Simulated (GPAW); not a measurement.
Set up this calculation in GPAW 26.7.0, as an ASE script.

```
Task                : single point
Functional          : PBE
Potentials or basis : GPAW PAW data sets (gpaw-data 1.2.1)
Cutoff              : 500 eV
Basis               : pw
k mesh              : 6 × 6 × 6
Occupations         : fermi-dirac, width 0.05 eV
Spin                : no spin polarisation
Maxiter             : 60
```

Crystal: PbSe (Clausthalite).

```
Pb Se
1.0
     0.00000    3.06065    3.06065
     3.06065    0.00000    3.06065
     3.06065    3.06065    0.00000
Pb Se
1 1
Direct
  0.00000 0.00000 0.00000
  0.50000 0.50000 0.50000
```

One way to write it, as run:

run.py

```python
from ase.dft.bandgap import bandgap
from ase.io import write
from ase.spacegroup import crystal
from ase.units import GPa
from gpaw import GPAW, PW

# Pb 4a
# Se 4b
atoms = crystal(['Pb', 'Se'],
                basis=[[0.0, 0.0, 0.0],
                       [0.5, 0.0, 0.0]],
                spacegroup=225, setting=1,  # Fm-3m
                cellpar=[6.1213, 6.1213, 6.1213, 90.0, 90.0, 90.0],
                primitive_cell=True)

calc = GPAW(mode=PW(500),
            xc='PBE',
            kpts={'size': (6, 6, 6), 'gamma': True},
            occupations={'name': 'fermi-dirac', 'width': 0.05},
            nbands=19,
            convergence={'density': 1e-05, 'energy': 1e-05},
            maxiter=60,
            txt='gpaw.txt')
atoms.calc = calc
energy = atoms.get_potential_energy()
forces = atoms.get_forces()
stress = atoms.get_stress()
calc.write('gs.gpw')
write('result.traj', atoms)
print(f'Energy: {energy:.6f} eV')
print('Forces (eV/A):')
print(forces.round(4))
print('Stress (GPa):', (stress / GPa).round(3))
print('Fermi level:', round(calc.get_fermi_level(), 4), 'eV')
print(f'Gap: {bandgap(calc)[0]:.4f} eV, direct: {bandgap(calc, direct=True)[0]:.4f} eV')
```

Potentials or basis: GPAW PAW data sets (gpaw-data 1.2.1), pw.

Run with:

```sh
$ OMP_NUM_THREADS=1 python run.py
```

It gave:

```yaml
Pressure: 2.0 GPa
Band_gap_on_the_k_mesh: 0.24 eV, direct
```

Caveat: the cutoff is short for stress and forces, so pressures can be off by a GPa or more; spin-orbit coupling is left out, which as a rule narrows the gap of such compounds by several tenths of an eV.

Wall time 6.9 s on 1 thread of AMD EPYC 9R14 (Zen 4), on a shared host, peak memory 0.15 GiB.
